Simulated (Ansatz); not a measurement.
## Strain and the gap of NaI (rocksalt)

NaI in the rocksalt structure, relaxed with r2SCAN in Ansatz 0.2.0. It is cubic, Fm-3m (No. 225); a = 6.459 Å in the conventional setting, 33.69 Å³ an atom. Around Na lie 6 I at 3.23 Å; around I lie 6 Na at 3.23 Å.

The axes x, y and z are those of this cell:
```xyz
2
Lattice="0.0000 3.2297 3.2297 3.2297 0.0000 3.2297 3.2297 3.2297 0.0000" Properties=species:S:1:pos:R:3 pbc="T T T"
Na    0.0000    0.0000    0.0000
I     3.2297    3.2297    3.2297
```

Unstrained: The PBE gap is direct at Γ: 3.661 eV. The r2SCAN gap is direct at Γ: 4.449 eV. HSE06 gives a direct gap of 4.692 eV at Γ. Meshes: PBE 8×8×8, r2SCAN 8×8×8, HSE06 6×6×6. Strains are changes of length per length, and xy shears are angles. After each strain the atoms were relaxed again with r2SCAN within the symmetry that the strain leaves, so tilts or polar shifts that break it weren't tested; points keep the names that they have in the unstrained zone. No spin polarisation and no zero-point or thermal motion.

Changes of the least gap in eV (an overlap counts as a negative gap):

| strain | volume change (%) | space group | PBE | r2SCAN | HSE06 | G0W0@PBE (mesh) | energy rise, r2SCAN (meV/atom) |
| --- | --- | --- | --- | --- | --- | --- | --- |
| uniaxial +0.5 % along z | +0.5 | I4/mmm | -0.017 | -0.020 | -0.019 | -0.02 | 0.1 |
| epitaxial +2.0 % in the xy plane, free normal strain -0.83 % | +3.2 | I4/mmm | -0.093 | -0.105 | -0.100 | -0.08 | 3.0 |
| xy shear, engineering strain (angle) +3.0 % | 0.0 | Immm | -0.072 | -0.075 | -0.075 | -0.08 | 0.8 |
| epitaxial +3.0 % in the plane normal to [111], free normal strain -2.48 % | +3.5 | R-3m | -0.250 | -0.271 | -0.265 | -0.25 | 5.2 |
| isotropic +4.0 % on every length | +12.5 | Fm-3m | -0.287 | -0.329 | -0.312 | -0.26 | 22.2 |

Unstrained, G0W0@PBE with 281 empty bands, a screening cutoff of 150 eV and a 4×4×4 mesh gives 5.65 eV on its mesh; the band count follows the volume. The G0W0 figures hold for the stated bands, cutoff and mesh and aren't extrapolated.

Uniaxial +0.5 % along z, other directions held. HSE06: the gap goes from 4.692 to 4.673 eV (-0.019 eV). Stress change with r2SCAN, compression positive: xx -0.04, yy -0.04, zz -0.17 GPa.

Epitaxial +2.0 % in the xy plane, free normal strain -0.83 %. HSE06: the gap goes from 4.692 to 4.592 eV (-0.100 eV); with r2SCAN the top three valence levels at Γ, degenerate before, become 2+1 from the top over 37 meV. Stress change with r2SCAN, compression positive: xx -0.70, yy -0.70, zz -0.01 GPa.

Xy shear, engineering strain (angle) +3.0 %. HSE06: the gap goes from 4.692 to 4.617 eV (-0.075 eV); with r2SCAN the top three valence levels at Γ, degenerate before, become 1+1+1 from the top over 137 meV. Stress change with r2SCAN, compression positive: xx +0.01, yy +0.01, zz -0.01, xy -0.24 GPa.

Epitaxial +3.0 % in the plane normal to [111], free normal strain -2.48 %. HSE06: the gap goes from 4.692 to 4.427 eV (-0.265 eV); with r2SCAN the top three valence levels at Γ, degenerate before, become 1+2 from the top over 221 meV. Stress change with r2SCAN, compression positive: xx -0.54, yy -0.54, zz -0.54, xy +0.27, xz +0.27, yz +0.27 GPa.

Isotropic +4.0 % on every length. HSE06: the gap goes from 4.692 to 4.380 eV (-0.312 eV). Stress change with r2SCAN, compression positive: xx -1.53, yy -1.53, zz -1.53 GPa. For HSE06, dE_g/d ln V = -2.7 eV over this step.

No spin-orbit coupling is included; it can move band edges with weight on the heavy atoms by tenths of an eV.

The splittings at Γ are without spin-orbit coupling, which regroups them where it is of like size or larger.
